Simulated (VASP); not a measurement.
# GaP (F-43m) in VASP: further runs

Runs on GaP. Level: PBE. Tasks: single point, relaxation of cell and atoms.

Program: VASP 6.6.1. These are calculated values, not measurements. Logs are shortened: lines on timing, memory, paths and dates and some standing lists are left out, and cuts for length are marked.

**Experimental background.**

From “Stacking defects in GaP nanowires: Electronic structure and optical properties”, 2018, arxiv:1810.01194, for a bulk crystal of GaP at 10 K: band gap 2.34 eV (indirect).

How close the calculation comes is told below.

## 1. The crystal as given

Symmetry: F-43m, No. 216, cubic system. The conventional cell has a = 5.451 Å, b = 5.451 Å, c = 5.451 Å, α = 90.00°, β = 90.00°, γ = 90.00°. Around Ga (site symmetry -43m) lie 4 P at 2.36 Å. P (site symmetry -43m) is surrounded by 4 Ga at 2.36 Å.

## 2. Single point, PBE

INCAR reads:

```
PREC = Accurate ; ENCUT = 520
EDIFF = 1E-7 ; ISMEAR = 0
SIGMA = 0.1 ; LREAL = False
LASPH = True ; NELM = 80
ALGO = Fast ; ISIF = 2
LWAVE = False ; LCHARG = False
GGA = PE ; NBANDS = 16
```

KPOINTS reads:

```
regular mesh
0
Gamma
  6 6 6
```

POSCAR reads:

```
GaP
1.0
    0.0000000000      2.7252500000      2.7252500000
    2.7252500000      0.0000000000      2.7252500000
    2.7252500000      2.7252500000      0.0000000000
Ga P
1 1
Direct
    0.0000000000      0.0000000000      0.0000000000
    0.7500000000      0.7500000000      0.7500000000
```

Potentials or basis: VASP PAW PBE potentials, release 64 (Ga_d, P).

Started as:

```bash
> cat potpaw_PBE.64/Ga_d/POTCAR potpaw_PBE.64/P/POTCAR > POTCAR
> mpirun -np 1 vasp_std > vasp.out
```

OUTCAR:

```text
PREC = Accurate
   ENCUT = 520
   EDIFF = 1E-7
   ISMEAR = 0
   LREAL = False
   LASPH = True
   NELM = 80
   ISIF = 2
   GGA = PE

 ion  position               nearest neighbor table
   1  0.000  0.000  0.000-   2 2.36   2 2.36   2 2.36   2 2.36
   2  0.750  0.750  0.750-   1 2.36   1 2.36   1 2.36   1 2.36

  LATTYP: Found a face centered cubic cell.
 ALAT       =     5.4505000000

  Lattice vectors:

 A1 = (   0.0000000000,   2.7252500000,   2.7252500000)
 A2 = (   2.7252500000,   0.0000000000,   2.7252500000)
 A3 = (   2.7252500000,   2.7252500000,   0.0000000000)

Analysis of symmetry for initial positions (statically):
=====================================================================
 Subroutine PRICEL returns:
 Original cell was already a primitive cell.

 Routine SETGRP: Setting up the symmetry group for a
 face centered cubic supercell.

 Subroutine GETGRP returns: Found 24 space group operations
 (whereof 24 operations were pure point group operations)
 out of a pool of 48 trial point group operations.

The static configuration has the point symmetry T_d .

Analysis of symmetry for dynamics (positions and initial velocities):
=====================================================================
 Subroutine PRICEL returns:
 Original cell was already a primitive cell.

 Routine SETGRP: Setting up the symmetry group for a
 face centered cubic supercell.

 Subroutine GETGRP returns: Found 24 space group operations
 (whereof 24 operations were pure point group operations)
 out of a pool of 48 trial point group operations.

The dynamic configuration has the point symmetry T_d .

 Subroutine INISYM returns: Found 24 space group operations
 (whereof 24 operations are pure point group operations),
 and found     1 'primitive' translations

----------------------------------------------------------------------------------------

                                     Primitive cell

  volume of cell :      40.4808

  direct lattice vectors                    reciprocal lattice vectors
     0.000000000  2.725250000  2.725250000    -0.183469406  0.183469406  0.183469406
     2.725250000  0.000000000  2.725250000     0.183469406 -0.183469406  0.183469406
     2.725250000  2.725250000  0.000000000     0.183469406  0.183469406 -0.183469406

  length of vectors
     3.854085511  3.854085511  3.854085511     0.317778334  0.317778334  0.317778334

  position of ions in fractional coordinates (direct lattice)
     0.000000000  0.000000000  0.000000000
     0.750000000  0.750000000  0.750000000

  ion indices of the primitive-cell ions
   primitive index   ion index
                 1           1
                 2           2

----------------------------------------------------------------------------------------

 KPOINTS: regular mesh

Automatic generation of k-mesh.
 Grid dimensions read from file:
 generate k-points for:    6    6    6

 Generating k-lattice:

  Cartesian coordinates                     Fractional coordinates (reciprocal lattice)
    -0.030578234  0.030578234  0.030578234     0.166666667  0.000000000  0.000000000
     0.030578234 -0.030578234  0.030578234     0.000000000  0.166666667  0.000000000
     0.030578234  0.030578234 -0.030578234     0.000000000  0.000000000  0.166666667

  Length of vectors
     0.052963056  0.052963056  0.052963056

  Shift w.r.t. Gamma in fractional coordinates (k-lattice)
     0.000000000  0.000000000  0.000000000

 Subroutine IBZKPT returns following result:
 ===========================================

 Found     16 irreducible k-points:

 Following reciprocal coordinates:
            Coordinates               Weight
  0.000000  0.000000  0.000000      1.000000
  0.166667  0.000000  0.000000      8.000000
  0.333333  0.000000  0.000000      8.000000
  0.500000  0.000000  0.000000      4.000000
  0.166667  0.166667  0.000000      6.000000
  0.333333  0.166667  0.000000     24.000000
[... 8 lines left out ...]
 -0.333333  0.333333  0.166667     24.000000
 -0.333333  0.500000  0.166667     12.000000
   k-points           NKPTS =     16   k-points in BZ     NKDIM =     16   number of bands    NBANDS=     16
   number of dos      NEDOS =    301   number of ions     NIONS =      2
   total plane-waves  NPLWV =  27000
   dimension x,y,z NGX =    30 NGY =   30 NGZ =   30
   dimension x,y,z NGXF=    60 NGYF=   60 NGZF=   60
   ions per type =               1   1
   NGX,Y,Z   is equivalent  to a cutoff of  12.94, 12.94, 12.94 a.u.
   NGXF,Y,Z  is equivalent  to a cutoff of  25.88, 25.88, 25.88 a.u.
 SYSTEM =  unknown system
   PREC   = accura    normal or accurate (medium, high low for compatibility)
   ISTART =      0    job   : 0-new  1-cont  2-samecut
   ICHARG =      2    charge: 1-file 2-atom 10-const
   ISPIN  =      1    spin polarized calculation?
   LNONCOLLINEAR =      F non collinear calculations
   LSORBIT =      F    spin-orbit coupling
   LASPH  =      T    aspherical Exc in radial PAW
   ENCUT  =  520.0 eV  38.22 Ry    6.18 a.u.   7.17  7.17  7.17*2*pi/ulx,y,z
   NELM   =     80;   NELMIN=  2; NELMDL= -5     # of ELM steps
   EDIFF  = 0.1E-06   stopping-criterion for ELM
   LREAL  =      F    real-space projection
   EDIFFG = 0.1E-05   stopping-criterion for IOM
   NSW    =      0    number of steps for IOM
   IBRION =     -1    ionic relax: 0-MD 1-quasi-New 2-CG
   NFREE  =      0    steps in history (QN), initial steepest desc. (CG)
   ISIF   =      2    stress and relaxation
   ISYM   =      2    0-nonsym 1-usesym 2-fastsym
   POTIM  = 0.5000    time-step for ionic-motion
   TEBEG  =    0.0;   TEEND  =   0.0 temperature during run
   PSTRESS=    0.0 pullay stress
   NELECT =      18.0000    total number of electrons
   NUPDOWN=      -1.0000    fix difference up-down
   EMIN   =  10.00;   EMAX   =-10.00  energy-range for DOS
   EFERMI =   0.00;   METHOD = LEGACY
   ISMEAR =     0;   SIGMA  =   0.10  broadening in eV -4-tet -1-fermi 0-gaus
   EFERMI_NEDOS =   21; number of points for ismear=-14 and -15
   IALGO  =     68    algorithm
   IMIX   =      4    mixing-type and parameters
     AMIX     =   0.40;   BMIX     =  1.00
     AMIX_MAG =   1.60;   BMIX_MAG =  1.00
  volume/ion in A,a.u.               =      20.24       136.59
  Fermi-wavevector in a.u.,A,eV,Ry     =   1.249538  2.361284 21.243377  1.561344
  Thomas-Fermi vector in A             =   2.383574
   LORBIT       =      0    0 simple, 1 ext, 2 COOP (PROOUT), +10 PAW based schemes
   GGA     = PE    functional components
   LHFCALC =     F    Hartree Fock is set to
   AEXX    =    0.0000 exact exchange contribution
   IVDW    =     0    specifies the selected vdW correction
   LEPSILON=     F    determine dielectric tensor
   LRPA    =     F    only Hartree local field effects (RPA)
 non-spin polarized calculation
 RMM-DIIS sequential band-by-band and
 Gauss-broadening in eV      SIGMA  =   0.10
  energy-cutoff  :      520.00
  volume of cell :       40.48
 maximum number of plane-waves:      1113
 NGX is ok and might be reduce to    30
   NGX = 15   NGY = 15   NGZ = 15

 number of electron      17.9999989 magnetization

 Free energy of the ion-electron system (eV)
  ---------------------------------------------------
  ext. energy  EPLUGINS =         0.00000000
  ---------------------------------------------------
  free energy    TOTEN  =        -9.10236776 eV

  energy without entropy =       -9.10236776  energy(sigma->0) =       -9.10236776

 E-fermi :   5.0729     XC(G=0):  -9.8299

 val. band max:        4.6590062750   @ k =   0.0000   0.0000   0.0000
 cond. band min:       6.3100434719   @ k =   0.5000   0.5000   0.0000
 fundamental gap:      1.6510371970
 Fermi energy:         5.0728739927

 k-point     1 :       0.0000    0.0000    0.0000
  band No.  band energies     occupation
      1      -9.8994      2.00000
      2      -9.8994      2.00000
      3      -9.8994      2.00000
      4      -9.7999      2.00000
      5      -9.7999      2.00000
      6      -7.8340      2.00000
[... 8 lines left out ...]
     15      14.4429      0.00000
     16      14.4429      0.00000

 k-point     2 :       0.1667    0.0000    0.0000
  band No.  band energies     occupation
      1      -9.9223      2.00000
      2      -9.8916      2.00000
      3      -9.8916      2.00000
      4      -9.7998      2.00000
      5      -9.7998      2.00000
      6      -7.4778      2.00000
[... 8 lines left out ...]
     15      13.6239      0.00000
     16      14.7141      0.00000

 k-point     3 :       0.3333    0.0000    0.0000
  band No.  band energies     occupation
      1      -9.9625      2.00000
      2      -9.8790      2.00000
      3      -9.8790      2.00000
      4      -9.7963      2.00000
      5      -9.7963      2.00000
      6      -6.5305      2.00000
[... 8 lines left out ...]
     15      14.3035      0.00000
     16      14.3586      0.00000

 k-point     4 :       0.5000    0.0000    0.0000
  band No.  band energies     occupation
      1      -9.9807      2.00000
      2      -9.8747      2.00000
      3      -9.8747      2.00000
      4      -9.7925      2.00000
      5      -9.7925      2.00000
      6      -5.7672      2.00000
[... 8 lines left out ...]
     15      16.3439      0.00000
     16      16.3439      0.00000
[... 172 lines left out ...]
 k-point    14 :       0.5000    0.3333    0.1667
  band No.  band energies     occupation
      1      -9.9859      2.00000
      2      -9.8651      2.00000
      3      -9.8540      2.00000
      4      -9.8140      2.00000
      5      -9.7891      2.00000
      6      -5.7546      2.00000
[... 8 lines left out ...]
     15      16.4781      0.00000
     16      17.9294      0.00000

 k-point    15 :      -0.3333    0.3333    0.1667
  band No.  band energies     occupation
      1      -9.9920      2.00000
      2      -9.8651      2.00000
      3      -9.8473      2.00000
      4      -9.8106      2.00000
      5      -9.7922      2.00000
      6      -5.1024      2.00000
[... 8 lines left out ...]
     15      17.1316      0.00000
     16      17.4372      0.00000

 k-point    16 :      -0.3333    0.5000    0.1667
  band No.  band energies     occupation
      1     -10.0029      2.00000
      2      -9.8538      2.00000
      3      -9.8394      2.00000
      4      -9.8204      2.00000
      5      -9.7867      2.00000
      6      -4.7983      2.00000
[... 8 lines left out ...]
     15      16.5630      0.00000
     16      18.3808      0.00000

------------------------ aborting loop because EDIFF is reached ----------------------------------------

  FORCE on cell =-STRESS in cart. coord.  units (eV):
  Direction    XX          YY          ZZ          XY          YZ          ZX
  --------------------------------------------------------------------------------------
  -------------------------------------------------------------------------------------
  Total        0.6335106      0.6335106      0.6335106      0.0000000      0.0000000     -0.0000000
  in kB       25.0735281     25.0735281     25.0735281      0.0000000      0.0000000     -0.0000000
  external PRESSURE =      25.0735281 kB  Pullay stress =       0.0000000 kB

 VOLUME and BASIS-vectors are now :
 -----------------------------------------------------------------------------
  energy-cutoff  :      520.00
  volume of cell :       40.48
      direct lattice vectors                 reciprocal lattice vectors
     0.000000000  2.725250000  2.725250000    -0.183469406  0.183469406  0.183469406
     2.725250000  0.000000000  2.725250000     0.183469406 -0.183469406  0.183469406
     2.725250000  2.725250000  0.000000000     0.183469406  0.183469406 -0.183469406

 POSITION                                       TOTAL-FORCE (eV/Angst)
 -----------------------------------------------------------------------------------
      0.00000      0.00000      0.00000        -0.000000     -0.000000     -0.000000
      4.08788      4.08788      4.08788         0.000000      0.000000      0.000000
 -----------------------------------------------------------------------------------
    total drift:                               -0.000002     -0.000002     -0.000002

  FREE ENERGIE OF THE ION-ELECTRON SYSTEM (eV)
  ---------------------------------------------------
  free  energy   TOTEN  =        -9.1023677612 eV

  energy  without entropy=       -9.1023677612  energy(sigma->0) =       -9.10236776
```

Wall time 19 s (1 thread of Intel Xeon Platinum 8375C at 2.90GHz (Ice Lake), shared host); peak memory 0.16 GiB.

Results:

```yaml
Free_energy: -9.1024 eV
Pressure: 2.5 GPa
Band_gap_on_the_k_mesh: 1.65 eV, indirect (least direct gap 1.83 eV)
```

## 3. Single point, PBE

This run uses another cell than the first one, of 20.85 Å³/atom, 1.030 times its volume.

INCAR reads:

```
SYSTEM = GaP
PREC = Accurate
ENCUT = 520
EDIFF = 1E-6
ISMEAR = 0
SIGMA = 0.02
LREAL = .False.
LASPH = .True.
NELM = 100
ALGO = Fast
ISIF = 2
LWAVE = .False.
LCHARG = .True.
GGA = PE
LELF = .True.
LVHAR = .True.
NBANDS = 16
```

KPOINTS reads:

```
Automatic mesh
0
Gamma
  8 8 8
  0 0 0
```

POSCAR reads:

```
GaP
1.0
    0.0000000000      2.7525368115      2.7525368115
    2.7525368115      0.0000000000      2.7525368115
    2.7525368115      2.7525368115      0.0000000000
Ga P
1 1
Direct
    0.0000000000      0.0000000000      0.0000000000
    0.2500000000      0.2500000000      0.2500000000
```

Potentials or basis: VASP PAW PBE potentials, release 64 (Ga_d, P).

Started as:

```bash
> cat potpaw_PBE.64/Ga_d/POTCAR potpaw_PBE.64/P/POTCAR > POTCAR
> mpirun -np 1 vasp_std > vasp.out
```

It took 20 s on 1 thread of Intel Xeon Platinum 8488C (Sapphire Rapids), shared host; peak memory 0.17 GiB.

Results (log left out):

| Quantity | Value |
| --- | --- |
| Free energy | -9.1256 eV |
| Pressure | 0.0 GPa |
| Band gap on the k mesh | 1.58 eV, direct |

Levels at points of the mesh, in eV from the valence-band top:
```
           k point  band 6  band 7  band 8  band 9  band 10  band 11  band 12  band 13
(0.00, 0.00, 0.00)  -12.27    0.00    0.00    0.00     1.58     3.90     3.90     3.90
(0.50, 0.00, 0.00)  -10.30   -6.46   -1.07   -1.07     1.58     4.73     4.73     8.23
(0.50, 0.50, 0.00)   -9.44   -6.62   -2.58   -2.58     1.72     1.85    10.37    10.37
```

(Continued in part 2 of 2.)
